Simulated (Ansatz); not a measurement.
A relaxation computed with Ansatz, from input to last step.

```yaml
crystal:
  lattice:
    - [3.1301886382, 0.0, 0.0]
    - [-1.5650943191, 2.7108228793, 0.0]
    - [0.0, 0.0, 17.5635647979]
  atoms:
    - { symbol: Al, position: [0.0, 0.0, 0.0] }
    - { symbol: "N", position: [0.0, 0.0, 0.1071428571] }
    - { symbol: Al, position: [0.3333333333, 0.6666666667, 0.1428571429] }
    - { symbol: "N", position: [0.3333333333, 0.6666666667, 0.25] }
    - { symbol: Al, position: [0.0, 0.0, 0.2857142857] }
    - { symbol: "N", position: [0.0, 0.0, 0.3928571429] }
    - { symbol: Al, position: [0.3333333333, 0.6666666667, 0.4285714286] }
    - { symbol: "N", position: [0.3333333333, 0.6666666667, 0.5357142857] }
    - { symbol: Al, position: [0.0, 0.0, 0.5714285714] }
    - { symbol: "N", position: [0.0, 0.0, 0.6785714286] }
    - { symbol: Al, position: [0.6666666667, 0.3333333333, 0.7142857143] }
    - { symbol: "N", position: [0.6666666667, 0.3333333333, 0.8214285714] }
    - { symbol: Al, position: [0.3333333333, 0.6666666667, 0.8571428571] }
    - { symbol: "N", position: [0.3333333333, 0.6666666667, 0.9642857143] }
basis:
  ecutwfc: 420
kpoints:
  mp_grid: { grid: [9, 9, 2] }
hamiltonian:
  xc: pbe
scf:
  occupations: { method: gaussian, width: 0.02 }
output:
  forces: true
  stress: true
  eigenvalues: true
  populations: true
relax:
  adjacent_minimum: "off"
  f_tol: 0.01
  max_steps: 45
  cell: { stress_tol: 0.05 }
```

```bash
ansatz run input.yaml --threads 1 --pin off --max-ram 2560MiB --backend cpu --events-out ev --progress --plain --runs-dir out
```

The calculation used DFT PBE, scalar-relativistic, plane waves, PAW in Ansatz 0.2.0.

Of 8 frames 8 are shown, positions in Å and forces in eV/Å; the SCF threshold varies from step to step. Steps run on the plane waves of an earlier cell, with a Pulay correction in the pressure. The basis is chosen afresh for the last frame, the zero of the energies, and can be on the way; energy and pressure step there, also at an unchanged geometry.

```xyz
14
Lattice="3.1302 0.0000 0.0000 -1.5651 2.7108 0.0000 0.0000 0.0000 17.5636" Properties=species:S:1:pos:R:3:forces:R:3 pbc="T T T" step=1 free_energy_over_end_meV_per_atom=2.74 pressure_GPa=0.36
Al    0.0000    0.0000    0.0000    0.0000    0.0000   -0.1530
N     0.0000    0.0000    1.8818    0.0000    0.0000    0.3290
Al    0.0000    1.8072    2.5091    0.0000    0.0000   -0.3310
N     0.0000    1.8072    4.3909    0.0000    0.0000    0.3280
Al    0.0000    0.0000    5.0182    0.0000    0.0000   -0.3270
N     0.0000    0.0000    6.9000    0.0000    0.0000    0.3260
Al    0.0000    1.8072    7.5272    0.0000    0.0000   -0.3280
N     0.0000    1.8072    9.4091    0.0000    0.0000    0.3190
Al    0.0000    0.0000   10.0363    0.0000    0.0000   -0.4930
N     0.0000    0.0000   11.9181    0.0000    0.0000    0.3160
Al    1.5651    0.9036   12.5454    0.0000    0.0000   -0.3180
N     1.5651    0.9036   14.4272    0.0000    0.0000    0.3210
Al    0.0000    1.8072   15.0545    0.0000    0.0000   -0.3180
N     0.0000    1.8072   16.9363    0.0000    0.0000    0.3290
14
Lattice="3.1233 0.0000 0.0000 -1.5616 2.7048 0.0000 0.0000 0.0000 17.6536" Properties=species:S:1:pos:R:3:forces:R:3 pbc="T T T" step=2 free_energy_over_end_meV_per_atom=1.22 pressure_GPa=0.18
Al    0.0000    0.0000    0.0130    0.0000    0.0000   -0.2070
N     0.0000    0.0000    1.9016    0.0000    0.0000    0.2220
Al    0.0000    1.8032    2.5282    0.0000    0.0000   -0.2260
N     0.0000    1.8032    4.4169    0.0000    0.0000    0.2230
Al    0.0000    0.0000    5.0437    0.0000    0.0000   -0.2220
N     0.0000    0.0000    6.9325    0.0000    0.0000    0.2220
Al    0.0000    1.8032    7.5594    0.0000    0.0000   -0.2230
N     0.0000    1.8032    9.4482    0.0000    0.0000    0.2290
Al    0.0000    0.0000   10.0754    0.0000    0.0000   -0.2990
N     0.0000    0.0000   11.9694    0.0000    0.0000    0.2810
Al    1.5616    0.9016   12.6062    0.0000    0.0000   -0.2780
N     1.5616    0.9016   14.5002    0.0000    0.0000    0.2840
Al    0.0000    1.8032   15.1367    0.0000    0.0000   -0.2830
N     0.0000    1.8032   17.0306    0.0000    0.0000    0.2770
14
Lattice="3.1203 0.0000 0.0000 -1.5601 2.7022 0.0000 0.0000 0.0000 17.7011" Properties=species:S:1:pos:R:3:forces:R:3 pbc="T T T" step=3 free_energy_over_end_meV_per_atom=0.32 pressure_GPa=-0.01
Al    0.0000    0.0000    0.0137    0.0000    0.0000   -0.1070
N     0.0000    0.0000    1.9127    0.0000    0.0000    0.1020
Al    0.0000    1.8015    2.5332    0.0000    0.0000   -0.1000
N     0.0000    1.8015    4.4327    0.0000    0.0000    0.1000
Al    0.0000    0.0000    5.0536    0.0000    0.0000   -0.0990
N     0.0000    0.0000    6.9530    0.0000    0.0000    0.0980
Al    0.0000    1.8015    7.5739    0.0000    0.0000   -0.1020
N     0.0000    1.8015    9.4733    0.0000    0.0000    0.1060
Al    0.0000    0.0000   10.0943    0.0000    0.0000   -0.1110
N     0.0000    0.0000   12.0035    0.0000    0.0000    0.1190
Al    1.5601    0.9007   12.6353    0.0000    0.0000   -0.1220
N     1.5601    0.9007   14.5441    0.0000    0.0000    0.1220
Al    0.0000    1.8015   15.1753    0.0000    0.0000   -0.1190
N     0.0000    1.8015   17.0842    0.0000    0.0000    0.1130
14
Lattice="3.1212 0.0000 0.0000 -1.5606 2.7030 0.0000 0.0000 0.0000 17.6905" Properties=species:S:1:pos:R:3:forces:R:3 pbc="T T T" step=4 free_energy_over_end_meV_per_atom=0.08 pressure_GPa=-0.02
Al    0.0000    0.0000    0.0117    0.0000    0.0000   -0.0240
N     0.0000    0.0000    1.9165    0.0000    0.0000    0.0170
Al    0.0000    1.8020    2.5288    0.0000    0.0000   -0.0180
N     0.0000    1.8020    4.4340    0.0000    0.0000    0.0170
Al    0.0000    0.0000    5.0467    0.0000    0.0000   -0.0170
N     0.0000    0.0000    6.9519    0.0000    0.0000    0.0170
Al    0.0000    1.8020    7.5646    0.0000    0.0000   -0.0170
N     0.0000    1.8020    9.4699    0.0000    0.0000    0.0170
Al    0.0000    0.0000   10.0826    0.0000    0.0000   -0.0090
N     0.0000    0.0000   11.9994    0.0000    0.0000    0.0160
Al    1.5606    0.9010   12.6230    0.0000    0.0000   -0.0150
N     1.5606    0.9010   14.5398    0.0000    0.0000    0.0160
Al    0.0000    1.8020   15.1628    0.0000    0.0000   -0.0160
N     0.0000    1.8020   17.0793    0.0000    0.0000    0.0160
14
Lattice="3.1221 0.0000 0.0000 -1.5611 2.7038 0.0000 0.0000 0.0000 17.6770" Properties=species:S:1:pos:R:3:forces:R:3 pbc="T T T" step=5 free_energy_over_end_meV_per_atom=0.06 pressure_GPa=0.00
Al    0.0000    0.0000    0.0098    0.0000    0.0000    0.0020
N     0.0000    0.0000    1.9156    0.0000    0.0000    0.0000
Al    0.0000    1.8026    2.5253    0.0000    0.0000    0.0010
N     0.0000    1.8026    4.4315    0.0000    0.0000   -0.0010
Al    0.0000    0.0000    5.0417    0.0000    0.0000    0.0010
N     0.0000    0.0000    6.9478    0.0000    0.0000   -0.0010
Al    0.0000    1.8026    7.5581    0.0000    0.0000    0.0000
N     0.0000    1.8026    9.4644    0.0000    0.0000   -0.0020
Al    0.0000    0.0000   10.0745    0.0000    0.0000    0.0000
N     0.0000    0.0000   11.9919    0.0000    0.0000   -0.0020
Al    1.5611    0.9013   12.6127    0.0000    0.0000    0.0010
N     1.5611    0.9013   14.5298    0.0000    0.0000   -0.0010
Al    0.0000    1.8026   15.1499    0.0000    0.0000    0.0010
N     0.0000    1.8026   17.0668    0.0000    0.0000    0.0000
14
Lattice="3.1221 0.0000 0.0000 -1.5611 2.7038 0.0000 0.0000 0.0000 17.6770" Properties=species:S:1:pos:R:3:forces:R:3 pbc="T T T" step=6 free_energy_over_end_meV_per_atom=0.00 pressure_GPa=0.01
Al    0.0000    0.0000    0.0098    0.0000    0.0000    0.0020
N     0.0000    0.0000    1.9156    0.0000    0.0000    0.0000
Al    0.0000    1.8026    2.5253    0.0000    0.0000    0.0010
N     0.0000    1.8026    4.4315    0.0000    0.0000   -0.0010
Al    0.0000    0.0000    5.0417    0.0000    0.0000    0.0010
N     0.0000    0.0000    6.9478    0.0000    0.0000   -0.0010
Al    0.0000    1.8026    7.5581    0.0000    0.0000    0.0000
N     0.0000    1.8026    9.4644    0.0000    0.0000   -0.0010
Al    0.0000    0.0000   10.0745    0.0000    0.0000    0.0000
N     0.0000    0.0000   11.9919    0.0000    0.0000   -0.0020
Al    1.5611    0.9013   12.6127    0.0000    0.0000    0.0010
N     1.5611    0.9013   14.5298    0.0000    0.0000   -0.0010
Al    0.0000    1.8026   15.1499    0.0000    0.0000    0.0010
N     0.0000    1.8026   17.0668    0.0000    0.0000    0.0000
14
Lattice="3.1220 0.0000 0.0000 -1.5610 2.7037 0.0000 0.0000 0.0000 17.6798" Properties=species:S:1:pos:R:3:forces:R:3 pbc="T T T" step=7 free_energy_over_end_meV_per_atom=0.00 pressure_GPa=0.00
Al    0.0000    0.0000    0.0101    0.0000    0.0000    0.0000
N     0.0000    0.0000    1.9159    0.0000    0.0000    0.0000
Al    0.0000    1.8025    2.5259    0.0000    0.0000    0.0000
N     0.0000    1.8025    4.4322    0.0000    0.0000    0.0000
Al    0.0000    0.0000    5.0426    0.0000    0.0000    0.0000
N     0.0000    0.0000    6.9488    0.0000    0.0000    0.0000
Al    0.0000    1.8025    7.5593    0.0000    0.0000    0.0000
N     0.0000    1.8025    9.4656    0.0000    0.0000    0.0000
Al    0.0000    0.0000   10.0761    0.0000    0.0000    0.0000
N     0.0000    0.0000   11.9936    0.0000    0.0000    0.0000
Al    1.5610    0.9012   12.6147    0.0000    0.0000    0.0000
N     1.5610    0.9012   14.5320    0.0000    0.0000    0.0000
Al    0.0000    1.8025   15.1525    0.0000    0.0000    0.0000
N     0.0000    1.8025   17.0696    0.0000    0.0000    0.0000
14
Lattice="3.1220 0.0000 0.0000 -1.5610 2.7037 0.0000 0.0000 0.0000 17.6798" Properties=species:S:1:pos:R:3:forces:R:3 pbc="T T T" step=8 free_energy_over_end_meV_per_atom=0.00 pressure_GPa=0.00
Al    0.0000    0.0000    0.0101    0.0000    0.0000    0.0000
N     0.0000    0.0000    1.9159    0.0000    0.0000    0.0000
Al    0.0000    1.8025    2.5259    0.0000    0.0000    0.0000
N     0.0000    1.8025    4.4322    0.0000    0.0000    0.0000
Al    0.0000    0.0000    5.0426    0.0000    0.0000    0.0000
N     0.0000    0.0000    6.9488    0.0000    0.0000    0.0000
Al    0.0000    1.8025    7.5593    0.0000    0.0000    0.0000
N     0.0000    1.8025    9.4656    0.0000    0.0000    0.0000
Al    0.0000    0.0000   10.0761    0.0000    0.0000    0.0000
N     0.0000    0.0000   11.9936    0.0000    0.0000    0.0000
Al    1.5610    0.9012   12.6147    0.0000    0.0000    0.0000
N     1.5610    0.9012   14.5320    0.0000    0.0000    0.0000
Al    0.0000    1.8025   15.1525    0.0000    0.0000    0.0000
N     0.0000    1.8025   17.0696    0.0000    0.0000    0.0000
```

Time: 100 s on 1 thread of AMD EPYC 7R13 Processor (Zen 3) (shared host), peak memory 0.49 GiB.